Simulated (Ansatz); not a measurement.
# Cyclopentadiene (C5H6): up Jacob's ladder to CCSD(T)

Aim: compute cyclopentadiene (C5H6) with functionals from several rungs and with coupled cluster, and see how far each lands from CCSD(T) at the basis-set limit for the atomisation energy.

Method: functionals in def2-TZVPP, the program's frozen cores in correlated methods; program: Ansatz 0.2.0, Gaussian basis.

Levels to be run: LDA (SPW92), PBE-D4, revPBE-D4, BLYP-D4, r2SCAN-D4, B97M-V, PBE0-D4, B3LYP-D4, r2SCANh-D4, r2SCAN0-D4, HSE06-D4, BHLYP-D4, CAM-B3LYP-D4, LC-ωPBE, ωB97X-V, ωB97M-V, B2PLYP, PBE-QIDH; CCSD(T)/def2-SVP; CCSD(T)/def2-TZVPP; CCSD(T)/def2-QZVPP; extrapolation to the limit; RPA on PBE.

### 1 The geometry

All runs share one geometry, relaxed beforehand with PBE0-D4 in a triple-zeta def2 set.

SMILES `C1=CCC=C1`, 11 atoms, charge 0, spin multiplicity 1.

Atoms are counted from 1 here; the program's logs count them from 0.

Bond lengths: C1–C2 1.342 Å, C1–C5 1.459 Å, C1–H6 1.082 Å, C2–C3 1.493 Å, C2–H7 1.081 Å, C3–C4 1.493 Å, C3–H8 1.098 Å, C3–H9 1.098 Å, C4–C5 1.342 Å, C4–H10 1.081 Å, C5–H11 1.082 Å. Angles: C2–C1–C5 109.2°, C2–C1–H6 126.1°, C5–C1–H6 124.7°, C1–C2–C3 109.1°, C1–C2–H7 126.8°, C3–C2–H7 124.1°, C2–C3–C4 103.4°, C2–C3–H8 112.0°, C2–C3–H9 111.9°, C4–C3–H8 112.0°, C4–C3–H9 111.9°, H8–C3–H9 105.8°, C3–C4–C5 109.1°, C3–C4–H10 124.1°, C5–C4–H10 126.8°, C1–C5–C4 109.2°, C1–C5–H11 124.7°, C4–C5–H11 126.1°.

Coordinates:

```
C    -1.1909    0.4356   -0.2532
C    -0.7280    0.0154    0.9344
C     0.6960   -0.4048    0.7818
C     0.9759   -0.1620   -0.6640
C    -0.1294    0.3254   -1.2488
H    -2.1895    0.8007   -0.4559
H    -1.2753   -0.0236    1.8661
H     0.8455   -1.4569    1.0580
H     1.3661    0.1731    1.4320
H     1.9276   -0.3572   -1.1386
H    -0.2326    0.5975   -2.2914
```

### 2 LDA

This LDA is Slater exchange with PW92 correlation.

File in.yaml:

```yaml
crystal:
  periodic: [false, false, false]
  atoms:
    - {symbol: C, position_ang: [-1.190908, 0.435581, -0.253247]}
    - {symbol: C, position_ang: [-0.727966, 0.015404, 0.934424]}
    - {symbol: C, position_ang: [0.696025, -0.404757, 0.781838]}
    - {symbol: C, position_ang: [0.975888, -0.162044, -0.663959]}
    - {symbol: C, position_ang: [-0.129447, 0.325410, -1.248811]}
    - {symbol: H, position_ang: [-2.189505, 0.800746, -0.455869]}
    - {symbol: H, position_ang: [-1.275329, -0.023644, 1.866052]}
    - {symbol: H, position_ang: [0.845543, -1.456905, 1.058016]}
    - {symbol: H, position_ang: [1.366130, 0.173056, 1.432031]}
    - {symbol: H, position_ang: [1.927569, -0.357200, -1.138595]}
    - {symbol: H, position_ang: [-0.232601, 0.597452, -2.291379]}
basis:
  gaussian: {orbitals: def2-TZVPP}
hamiltonian: {xc: lda}
output: {orbitals: {seedname: orbitals}}
```

On the command line:

```bash
> ansatz run in.yaml --threads 2 --pin off --events-out ev --progress --plain --max-ram 32768MiB --backend cpu
```

After this run come: PBE-D4 (GGA); revPBE-D4 (GGA); BLYP-D4 (GGA); r2SCAN-D4 (meta-GGA); B97M-V (meta-GGA); PBE0-D4 (hybrid); B3LYP-D4 (hybrid); r2SCANh-D4 (hybrid); r2SCAN0-D4 (hybrid); HSE06-D4 (hybrid); BHLYP-D4 (hybrid); CAM-B3LYP-D4 (range-separated); LC-ωPBE (range-separated); ωB97X-V (range-separated); ωB97M-V (range-separated); B2PLYP (double hybrid); PBE-QIDH (double hybrid); CCSD(T) in def2-SVP; CCSD(T) in def2-TZVPP; CCSD(T) in def2-QZVPP; RPA on PBE orbitals.

**Question.** What will the summary of the whole plan be? Wanted: atomisation energy, CCSD(T)/CBS; farthest beyond LDA; mean size of error, GGA; mean size of error, meta-GGA; mean size of error, hybrid; mean size of error, range-separated; mean size of error, double hybrid; gap, smallest and largest; T1 diagnostic.

As calculated:

| quantity | value |
| --- | --- |
| atomisation energy, CCSD(T)/CBS | 51.063 eV |
| functionals within 0.255 eV (0.5 %) | BLYP-D4, B3LYP-D4, r2SCANh-D4, ωB97X-V |
| farthest beyond LDA | PBE-D4 (+1.767 eV) |
| mean size of error, GGA | 0.793 eV |
| mean size of error, meta-GGA | 0.339 eV |
| mean size of error, hybrid | 0.609 eV |
| mean size of error, range-separated | 0.241 eV |
| mean size of error, double hybrid | 0.303 eV |
| gap, smallest and largest | 3.86 eV (BLYP-D4), 10.76 eV (LC-ωPBE) |
| T1 diagnostic | 0.0110 |
| triples share of the correlation energy | 4.7 % |

**Reading.** The LDA atomisation energy is off by 7.756 eV (15 %): it overbinds. PBE-D4 is off by +1.767 eV. Double hybrids carry the basis error of their MP2 part in triple zeta, and no dispersion term here, so their miss is partly the set-up's. By mean error the best rung here is range-separated (0.241 eV) and the worst beyond LDA is GGA (0.793 eV). The gap between the best rungs is small, so their order is not settled. Misses under about 0.255 eV are within the doubt on the reference itself, which lacks core-valence correlation, relativity and higher excitations. Hartree-Fock recovers 75 % of the binding; the rest is correlation. CCSD(T) in def2-SVP is off by -1.727 eV, more than most functionals: a good method in a small basis is no reference. Orbital gaps span 3.9 to 10.8 eV; exact exchange widens them. The restricted reference is unstable towards a spin-broken one.
